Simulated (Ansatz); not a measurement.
A relaxed cell of BN is given with its symmetry left out. It was relaxed at this level from a cell as deposited in COD.

The calculation used Ansatz, DFT PBE, scalar-relativistic, plane waves, PAW. Cutoff 420 eV, Γ-centred mesh, Gaussian smearing, no spin polarisation.

```
CELL_PARAMETERS angstrom
0.00000 1.81233 1.81233
1.81233 0.00000 1.81233
1.81233 1.81233 0.00000
ATOMIC_POSITIONS crystal
B 0.00000 0.00000 0.00000
N 0.75000 0.75000 0.75000
```

Energies over the elements count from the elements' standard structures at the same level (N₂ as a molecule), with no fitted energy shifts.

Task: Find its symmetry and describe it.

Result: F-43m (No. 216), the zinc blende type. Conventional cell: a = 3.625 Å. B has 4 N at 1.57 Å; around N lie 4 B at 1.57 Å.

Task: How far does it lie from the elements in energy?

Result: −1.174 eV/atom.

Task: Is it a metal?

Result: No, the gap on the 12×12×12 mesh is 4.46 eV.

The last run used a 12×12×12 mesh for its 2-atom cell and Gaussian smearing of 0.02 eV. Kohn–Sham gaps at this level usually fall short of measured ones. A structure relaxed within its symmetry needn't be a true minimum. Another cell of BN relaxed alike, in P6_3/mmc (a cell as deposited in COD), lies 77 meV/atom lower, so this cell isn't the stable form at this level.
